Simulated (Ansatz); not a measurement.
## TiTe2 under changes of volume

One of the cells (26.760 Å³/atom); the others are scaled copies at fixed shape and fractional positions:

```xyz
3
Lattice="3.7770 0.0000 0.0000 -1.8885 3.2710 0.0000 0.0000 0.0000 6.4980" Properties=species:S:1:pos:R:3 pbc="T T T"
Te    0.0000    2.1807    4.7903
Te    1.8885    1.0903    1.7077
Ti    0.0000    0.0000    0.0000
```

| Quantity | Value |
| --- | --- |
| Program | Ansatz 0.2.0 |
| Functional | PBE |
| Potentials or basis | PseudoDojo stringent (PBE files) |
| Cutoff | 1450 eV |
| Density cutoff | 5800 eV |
| k mesh | 8 × 8 × 4 |
| Occupations | fermi-dirac, width 0.05 eV |
| Spin | no spin polarisation |

```csv
volume (Å³/atom),energy over the lowest point (meV/atom),pressure (GPa),largest force (eV/Å)
25.154,?,?,?
25.689,16.46,3.8,0.376
26.225,6.26,2.3,0.187
26.760,0.93,0.9,0.011
27.295,0.00,-0.3,0.154
27.830,3.04,-1.5,0.308
28.365,9.66,-2.5,0.451
```

What does the run at 25.154 Å³/atom give?

Energy over the lowest point 32.06 meV/atom; pressure 5.5 GPa; largest force 0.578 eV/Å.

Worked out: A Birch-Murnaghan fit of order 3 (a polynomial in V^(-2/3)) to the other rows has its minimum at 27.15 Å³/atom with B0 = V·E''(V) = 62 GPa and B' = 4.1 at fixed shape and positions, which overstates the stiffness. It gives 32.03 meV/atom at 25.154 Å³/atom, against the run's 32.06, and -dE/dV = 5.5 GPa, against 5.5.

Energies are extrapolated to zero smearing.

Caveats: this functional lacks dispersion, which binds the layers, so the pressure and a relaxed spacing across them are unreliable.
